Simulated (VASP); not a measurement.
# CdTe (F-43m) in VASP: density of states with PBE

Aim: the density of states of CdTe with PBE.

All numbers are computed with VASP 6.6.1; they aren't measurements. Logs are shortened: lines on timing, memory, paths and dates and some standing lists are left out, and cuts for length are marked.

### Step 1. Starting point

Symmetry: F-43m, No. 216, cubic system. Conventional cell: a = 6.410 Å, b = 6.410 Å, c = 6.410 Å, α = 90.00°, β = 90.00°, γ = 90.00°. Around Cd (site symmetry -43m) lie 4 Te at 2.78 Å. Te (site symmetry -43m) has 4 Cd at 2.78 Å as nearest neighbours.

### Step 2. Density of states, PBE

POSCAR

```
CdTe
1.0
    0.0000000000      3.2050000000      3.2050000000
    3.2050000000      0.0000000000      3.2050000000
    3.2050000000      3.2050000000      0.0000000000
Cd Te
1 1
Direct
    0.0000000000      0.0000000000      0.0000000000
    0.7500000000      0.7500000000      0.7500000000
```

INCAR.step1

```
PREC = Accurate
ENCUT = 520
EDIFF = 1E-6
ISMEAR = -1
SIGMA = 0.08
LREAL = F
LASPH = T
NELM = 60
ALGO = Normal
ISIF = 2
LWAVE = F
LCHARG = T
GGA = PE
NBANDS = 16
```

KPOINTS.step1

```
Automatic mesh
0
Gamma
  9 9 9
```

INCAR.step2

```
PREC = Accurate
ENCUT = 520
EDIFF = 1E-6
ISMEAR = -5
SIGMA = 0.08
LREAL = F
LASPH = T
NELM = 60
ALGO = Normal
ISIF = 2
LWAVE = F
LCHARG = F
GGA = PE
LORBIT = 11
NEDOS = 2001
ICHARG = 11
```

KPOINTS.step2

```
Automatic mesh
0
Gamma
  14 14 14
```

Potentials or basis: VASP PAW PBE potentials, release 64 (Cd, Te).

Run with:

```console
$ cat potpaw_PBE.64/Cd/POTCAR potpaw_PBE.64/Te/POTCAR > POTCAR
$ cp INCAR.step1 INCAR
$ cp KPOINTS.step1 KPOINTS
$ mpirun -np 1 vasp_std > vasp.out
$ cp INCAR.step2 INCAR
$ cp KPOINTS.step2 KPOINTS
$ mpirun -np 1 vasp_std > vasp.out
```

OUTCAR:

```text
PREC = Accurate
   ENCUT = 520
   EDIFF = 1E-6
   ISMEAR = -5
   LREAL = F
   LASPH = T
   NELM = 60
   ISIF = 2
   GGA = PE
   LORBIT = 11
   ICHARG = 11

 ion  position               nearest neighbor table
   1  0.000  0.000  0.000-   2 2.78   2 2.78   2 2.78   2 2.78
   2  0.750  0.750  0.750-   1 2.78   1 2.78   1 2.78   1 2.78

  LATTYP: Found a face centered cubic cell.
 ALAT       =     6.4100000000

  Lattice vectors:

 A1 = (   0.0000000000,   3.2050000000,   3.2050000000)
 A2 = (   3.2050000000,   0.0000000000,   3.2050000000)
 A3 = (   3.2050000000,   3.2050000000,   0.0000000000)

Analysis of symmetry for initial positions (statically):
=====================================================================
 Subroutine PRICEL returns:
 Original cell was already a primitive cell.

 Routine SETGRP: Setting up the symmetry group for a
 face centered cubic supercell.

 Subroutine GETGRP returns: Found 24 space group operations
 (whereof 24 operations were pure point group operations)
 out of a pool of 48 trial point group operations.

The static configuration has the point symmetry T_d .

Analysis of symmetry for dynamics (positions and initial velocities):
=====================================================================
 Subroutine PRICEL returns:
 Original cell was already a primitive cell.

 Routine SETGRP: Setting up the symmetry group for a
 face centered cubic supercell.

 Subroutine GETGRP returns: Found 24 space group operations
 (whereof 24 operations were pure point group operations)
 out of a pool of 48 trial point group operations.

The dynamic configuration has the point symmetry T_d .

 Subroutine INISYM returns: Found 24 space group operations
 (whereof 24 operations are pure point group operations),
 and found     1 'primitive' translations

----------------------------------------------------------------------------------------

                                     Primitive cell

  volume of cell :      65.8437

  direct lattice vectors                    reciprocal lattice vectors
     0.000000000  3.205000000  3.205000000    -0.156006240  0.156006240  0.156006240
     3.205000000  0.000000000  3.205000000     0.156006240 -0.156006240  0.156006240
     3.205000000  3.205000000  0.000000000     0.156006240  0.156006240 -0.156006240

  length of vectors
     4.532554467  4.532554467  4.532554467     0.270210734  0.270210734  0.270210734

  position of ions in fractional coordinates (direct lattice)
     0.000000000  0.000000000  0.000000000
     0.750000000  0.750000000  0.750000000

  ion indices of the primitive-cell ions
   primitive index   ion index
                 1           1
                 2           2

----------------------------------------------------------------------------------------

 KPOINTS: Automatic mesh

Automatic generation of k-mesh.
 Grid dimensions read from file:
 generate k-points for:   14   14   14

 Generating k-lattice:

  Cartesian coordinates                     Fractional coordinates (reciprocal lattice)
    -0.011143303  0.011143303  0.011143303     0.071428571  0.000000000  0.000000000
     0.011143303 -0.011143303  0.011143303     0.000000000  0.071428571  0.000000000
     0.011143303  0.011143303 -0.011143303     0.000000000  0.000000000  0.071428571

  Length of vectors
     0.019300767  0.019300767  0.019300767

  Shift w.r.t. Gamma in fractional coordinates (k-lattice)
     0.000000000  0.000000000  0.000000000

 TETIRR: Found    389 inequivalent tetrahedra from    16464

 Subroutine IBZKPT returns following result:
 ===========================================

 Found    104 irreducible k-points:

 Following reciprocal coordinates:
            Coordinates               Weight
  0.000000  0.000000  0.000000      1.000000
  0.071429  0.000000  0.000000      8.000000
  0.142857  0.000000  0.000000      8.000000
  0.214286  0.000000  0.000000      8.000000
  0.285714  0.000000  0.000000      8.000000
  0.357143  0.000000  0.000000      8.000000
[... 16 lines left out ...]
  0.214286  0.142857  0.000000     24.000000
  0.285714  0.142857  0.000000     24.000000
 [... further k-points ...]
   k-points           NKPTS =    104   k-points in BZ     NKDIM =    104   number of bands    NBANDS=     13
   number of dos      NEDOS =   2001   number of ions     NIONS =      2
   total plane-waves  NPLWV =  46656
   dimension x,y,z NGX =    36 NGY =   36 NGZ =   36
   dimension x,y,z NGXF=    72 NGYF=   72 NGZF=   72
   ions per type =               1   1
   NGX,Y,Z   is equivalent  to a cutoff of  13.20, 13.20, 13.20 a.u.
   NGXF,Y,Z  is equivalent  to a cutoff of  26.41, 26.41, 26.41 a.u.
 SYSTEM =  unknown system
   PREC   = accura    normal or accurate (medium, high low for compatibility)
   ISTART =      0    job   : 0-new  1-cont  2-samecut
   ICHARG =     11    charge: 1-file 2-atom 10-const
   ISPIN  =      1    spin polarized calculation?
   LNONCOLLINEAR =      F non collinear calculations
   LSORBIT =      F    spin-orbit coupling
   LASPH  =      T    aspherical Exc in radial PAW
   ENCUT  =  520.0 eV  38.22 Ry    6.18 a.u.   8.43  8.43  8.43*2*pi/ulx,y,z
   NELM   =     60;   NELMIN=  2; NELMDL=  0     # of ELM steps
   EDIFF  = 0.1E-05   stopping-criterion for ELM
   LREAL  =      F    real-space projection
   EDIFFG = 0.1E-04   stopping-criterion for IOM
   NSW    =      0    number of steps for IOM
   IBRION =     -1    ionic relax: 0-MD 1-quasi-New 2-CG
   NFREE  =      0    steps in history (QN), initial steepest desc. (CG)
   ISIF   =      2    stress and relaxation
   ISYM   =      2    0-nonsym 1-usesym 2-fastsym
   POTIM  = 0.5000    time-step for ionic-motion
   TEBEG  =    0.0;   TEEND  =   0.0 temperature during run
   PSTRESS=    0.0 pullay stress
   NELECT =      18.0000    total number of electrons
   NUPDOWN=      -1.0000    fix difference up-down
   EMIN   =  10.00;   EMAX   =-10.00  energy-range for DOS
   EFERMI =   0.00;   METHOD = LEGACY
   ISMEAR =    -5;   SIGMA  =   0.08  broadening in eV -4-tet -1-fermi 0-gaus
   EFERMI_NEDOS =   21; number of points for ismear=-14 and -15
   IALGO  =     38    algorithm
   IMIX   =      4    mixing-type and parameters
     AMIX     =   0.40;   BMIX     =  1.00
     AMIX_MAG =   1.60;   BMIX_MAG =  1.00
  volume/ion in A,a.u.               =      32.92       222.17
  Fermi-wavevector in a.u.,A,eV,Ry     =   1.062497  2.007828 15.359610  1.128899
  Thomas-Fermi vector in A             =   2.197950
   LORBIT       =     11    0 simple, 1 ext, 2 COOP (PROOUT), +10 PAW based schemes
   GGA     = PE    functional components
   LHFCALC =     F    Hartree Fock is set to
   AEXX    =    0.0000 exact exchange contribution
   IVDW    =     0    specifies the selected vdW correction
   LEPSILON=     F    determine dielectric tensor
   LRPA    =     F    only Hartree local field effects (RPA)
 non-spin polarized calculation
 Fermi weights with tetrahedron method with Bloechl corrections
  energy-cutoff  :      520.00
  volume of cell :       65.84
 maximum number of plane-waves:      1807
 NGX is ok and might be reduce to    36

 number of electron      17.9999995 magnetization

 Free energy of the ion-electron system (eV)
  ---------------------------------------------------
  ext. energy  EPLUGINS =         0.00000000
  ---------------------------------------------------
  free energy    TOTEN  =        -4.72786365 eV

  energy without entropy =       -4.72786365  energy(sigma->0) =       -4.72786365

 E-fermi :   2.6540     XC(G=0):  -8.7325

 val. band max:        2.6539160151   @ k =   0.0000   0.0000   0.0000
 cond. band min:       3.5275175535   @ k =   0.0000   0.0000   0.0000
 fundamental gap:      0.8736015384
 Fermi energy:         2.6539948743

 k-point     1 :       0.0000    0.0000    0.0000
  band No.  band energies     occupation
      1      -8.7144      2.00000
      2      -5.7529      2.00000
      3      -5.7529      2.00000
      4      -5.7529      2.00000
      5      -5.4650      2.00000
      6      -5.4650      2.00000
      7       2.6539      2.00000
      8       2.6539      2.00000
      9       2.6539      2.00000
     10       3.5275      0.00000
     11       7.2314      0.00000
     12       7.2314      0.00000
     13       7.2314      0.00000

 k-point     2 :       0.0714    0.0000    0.0000
  band No.  band energies     occupation
      1      -8.6932      2.00000
      2      -5.7487      2.00000
      3      -5.7487      2.00000
      4      -5.7380      2.00000
      5      -5.4654      2.00000
      6      -5.4654      2.00000
      7       2.0754      2.00000
      8       2.6025      2.00000
      9       2.6025      2.00000
     10       3.9908      0.00000
     11       7.1987      0.00000
     12       7.3107      0.00000
     13       7.3107      0.00000

 k-point     3 :       0.1429    0.0000    0.0000
  band No.  band energies     occupation
      1      -8.6336      2.00000
      2      -5.7373      2.00000
      3      -5.7373      2.00000
      4      -5.6906      2.00000
      5      -5.4662      2.00000
      6      -5.4662      2.00000
      7       1.1780      2.00000
      8       2.4666      2.00000
      9       2.4666      2.00000
     10       4.4942      0.00000
     11       7.2916      0.00000
     12       7.5091      0.00000
     13       7.5091      0.00000
[... 305 lines left out ...]
 k-point    23 :       0.2143    0.1429    0.0000
  band No.  band energies     occupation
      1      -8.5423      2.00000
      2      -5.7101      2.00000
      3      -5.7055      2.00000
      4      -5.6372      2.00000
      5      -5.4729      2.00000
      6      -5.4560      2.00000
      7       0.5851      2.00000
      8       1.9380      2.00000
      9       1.9598      2.00000
     10       5.3520      0.00000
     11       6.3882      0.00000
     12       8.2780      0.00000
     13       8.3244      0.00000

 k-point    24 :       0.2857    0.1429    0.0000
  band No.  band energies     occupation
      1      -8.4588      2.00000
      2      -5.6985      2.00000
      3      -5.6880      2.00000
      4      -5.5538      2.00000
      5      -5.4536      2.00000
      6      -5.4532      2.00000
      7      -0.1375      2.00000
      8       1.7394      2.00000
      9       1.7513      2.00000
     10       5.4738      0.00000
     11       6.6455      0.00000
     12       8.3406      0.00000
     13       8.5565      0.00000

 [... further k-points ...]
[... 5 lines left out ...]
  --------------------------------------------------------------------------------------
  -------------------------------------------------------------------------------------
  Total        1.8006683      1.8006683      1.8006683      0.0000000      0.0000000      0.0000000
  in kB       43.8157446     43.8157446     43.8157446      0.0000000      0.0000000      0.0000000
  external PRESSURE =      43.8157446 kB  Pullay stress =       0.0000000 kB

 VOLUME and BASIS-vectors are now :
 -----------------------------------------------------------------------------
  energy-cutoff  :      520.00
  volume of cell :       65.84
      direct lattice vectors                 reciprocal lattice vectors
     0.000000000  3.205000000  3.205000000    -0.156006240  0.156006240  0.156006240
     3.205000000  0.000000000  3.205000000     0.156006240 -0.156006240  0.156006240
     3.205000000  3.205000000  0.000000000     0.156006240  0.156006240 -0.156006240

 POSITION                                       TOTAL-FORCE (eV/Angst)
 -----------------------------------------------------------------------------------
      0.00000      0.00000      0.00000         0.000000      0.000000      0.000000
      4.80750      4.80750      4.80750        -0.000000     -0.000000     -0.000000
 -----------------------------------------------------------------------------------
    total drift:                                0.000000      0.000000      0.000000

  FREE ENERGIE OF THE ION-ELECTRON SYSTEM (eV)
  ---------------------------------------------------
  free  energy   TOTEN  =        -4.7278636499 eV

  energy  without entropy=       -4.7278636499  energy(sigma->0) =       -4.72786365

 total charge

# of ion       s       p       d       tot
------------------------------------------
    1        0.477   0.337   9.530  10.344
    2        1.350   2.077   0.024   3.450
--------------------------------------------------
tot          1.826   2.415   9.553  13.794
```

Run time: 89 s. Hardware: 1 thread of Intel Xeon Platinum 8488C (Sapphire Rapids), shared host; peak memory 0.26 GiB.

What came out:

| Property | Result |
| --- | --- |
| Valence electrons inside the program's atomic spheres | Cd 10.34; Te 3.45 |

Levels at points of the mesh, in eV from the valence-band top:
| k point | band 6 | band 7 | band 8 | band 9 | band 10 | band 11 | band 12 | band 13 |
| --- | --- | --- | --- | --- | --- | --- | --- | --- |
| (0.00, 0.00, 0.00) | -8.12 | 0.00 | 0.00 | 0.00 | 0.87 | 4.58 | 4.58 | 4.58 |
| (0.50, 0.00, 0.00) | -7.74 | -4.62 | -0.83 | -0.83 | 1.85 | 5.17 | 5.17 | 7.10 |
| (0.50, 0.50, 0.00) | -7.59 | -4.47 | -1.98 | -1.98 | 2.53 | 2.66 | 9.03 | 9.30 |

States per cell in windows of 1 eV (zero at the valence-band top; states under -8 eV left out):
```tsv
from (eV)	total	Te2_p	Cd1_d	Cd1_p	Cd1_s	Te2_d	Te2_s
-8.0	1.57	0.01	1.29	0.00	0.01	0.00	0.13
-7.0	0.00	0.00	0.00	0.00	0.00	0.00	0.00
-6.0	0.00	0.00	0.00	0.00	0.00	0.00	0.00
-5.0	1.12	0.26	0.02	0.01	0.24	0.00	0.02
-4.0	0.55	0.13	0.03	0.01	0.10	0.00	0.03
-3.0	1.19	0.38	0.04	0.08	0.04	0.00	0.02
-2.0	2.09	0.79	0.08	0.15	0.03	0.00	0.01
-1.0	0.97	0.42	0.06	0.05	0.00	0.00	0.00
0.0	0.00	0.00	0.00	0.00	0.00	0.00	0.00
1.0	0.04	0.01	0.00	0.00	0.01	0.00	0.01
2.0	0.94	0.11	0.02	0.04	0.17	0.03	0.07
3.0	1.44	0.18	0.03	0.07	0.21	0.06	0.05
4.0	1.47	0.15	0.04	0.15	0.06	0.09	0.02
5.0	1.79	0.15	0.04	0.25	0.02	0.15	0.02
6.0	1.18	0.14	0.03	0.14	0.01	0.09	0.02
7.0	0.96	0.13	0.03	0.11	0.01	0.08	0.01
```

Spin-orbit coupling is left out, which matters for the levels of Te.
